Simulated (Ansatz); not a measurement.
**Fe: equation of state with LDA**

Fe:

```
Fe
1.0
    -1.44300    1.44300    1.44300
     1.44300   -1.44300    1.44300
     1.44300    1.44300   -1.44300
Fe
1
Direct
  0.00000 0.00000 0.00000
```

```yaml
Program: Ansatz 0.2.0
Task: equation of state
Functional: LDA
Potentials_or_basis: Ansatz PAW
Cutoff: 420 eV
Density_cutoff: 1680 eV
k_mesh: 13 × 13 × 13
Occupations: fermi-dirac, width 0.05 eV
Spin: collinear spin, ferromagnetic start
Starting_moments: "[3.0] μB"
```

```
Equilibrium volume : 10.53 Å³/atom (rough: see the caveat)
Bulk modulus       : 322 GPa (rough)
```

Energy against volume, from the lowest point:
```
volume (Å³/atom)  energy (meV/atom)
          11.298               0.00
          11.538              28.96
          11.778              62.49
          12.019              99.77
          12.259             139.92
          12.499             182.09
          12.740             225.87
```

All runs of the series together: 6.5 s on 2 threads of Intel(R) Xeon(R) 6975P-C (Granite Rapids) (shared host).

Caveat: the fit is doubtful: noisy points or a state that changes with volume; the minimum lies outside the volumes run.
